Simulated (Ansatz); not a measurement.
**SnTe: a trigonal deformation path**

The task here is to estimate one member of a computed series from the others.

Program: Ansatz 0.2.0. Level of theory: DFT LDA, scalar-relativistic, plane waves, PAW. These are calculated values, not measurements.

## The structure to begin with

The structure is cubic, space group Fm-3m (No. 225). Conventional cell: a = 6.313 Å, b = 6.313 Å, c = 6.313 Å, α = 90.00°, β = 90.00°, γ = 90.00°. Sn (site symmetry m-3m) is surrounded by 6 Te at 3.16 Å. Te (site symmetry m-3m) is surrounded by 6 Sn at 3.16 Å.

Structure file:

```cif
data_structure
_symmetry_space_group_name_H-M 'P 1'
_symmetry_Int_Tables_number 1
_cell_length_a 4.4640
_cell_length_b 4.4640
_cell_length_c 4.4640
_cell_angle_alpha 60.000
_cell_angle_beta 60.000
_cell_angle_gamma 60.000
_cell_volume 62.90
loop_
_atom_site_label
_atom_site_type_symbol
_atom_site_fract_x
_atom_site_fract_y
_atom_site_fract_z
_atom_site_occupancy
Sn1 Sn 0.00000 0.00000 0.00000 1
Te1 Te 0.50000 0.50000 0.50000 1
```

Source of the structure: the Crystallography Open Database.

The first run:

File input.yaml:

```yaml
crystal:
  lattice:
    - [0.0, 3.1565, 3.1565]
    - [3.1565, 0.0, 3.1565]
    - [3.1565, 3.1565, 0.0]
  atoms:
    - { symbol: Sn, position: [0.0, 0.0, 0.0] }
    - { symbol: Te, position: [0.5, 0.5, 0.5] }
basis:
  ecutwfc: 420
kpoints:
  mp_grid: { grid: [6, 6, 6] }
hamiltonian:
  xc: lda
scf:
  occupations: { method: gaussian, width: 0.1 }
output:
  forces: true
  stress: true
  eigenvalues: true
```

Command:

```console
$ ansatz run input.yaml --threads 1 --pin off --max-ram 1228MiB --backend cpu --events-out ev --progress --plain --runs-dir out
```

Among the steps run: Quick check of gap, pressure and forces; Zero of the scan; ρ = 0.500; At ρ = 2.000; ρ = 0.710; Point ρ = 1.410; ρ = 0.600; At ρ = 0.850; Point ρ = 1.200; ρ = 1.700; At ρ = 0.930; Point ρ = 1.080.

One table of the session follows, with a row left open; its other results are not shown here.

The scan, with free energies counted from the undisturbed cell:

| ρ | ΔE (meV/atom) | pressure (GPa) |
| --- | --- | --- |
| 0.500 | 292.4 | -5.9 |
| 0.600 | 257.8 | -5.4 |
| 0.710 | 153.7 | -4.0 |
| 0.850 | 48.3 | -2.3 |
| 0.930 | 11.3 | -1.8 |
| 1.000 | 0.0 | -1.7 |
| 1.080 | 14.1 | -1.8 |
| 1.200 | 71.8 | -2.5 |
| 1.410 | 231.0 | -4.2 |
| 1.700 | ? | ? |
| 2.000 | 495.4 | -6.4 |

Q: Estimate the row for ρ = 1.700 from the others.

Worked estimate for «ΔE (meV/atom)». A straight line through the neighbours (1.410, 231.0) and (2.000, 495.4) gives 231.0 + (495.4 − 231.0) × (1.700 − 1.410) / (2.000 − 1.410) = 361.0; a parabola fitted to 3 rows on both sides gives 394.7.

**Answer.** ΔE (meV/atom): 408.8; pressure (GPa): -5.5. In «ΔE (meV/atom)» the line misses by -47.8 and the parabola by -14.1.
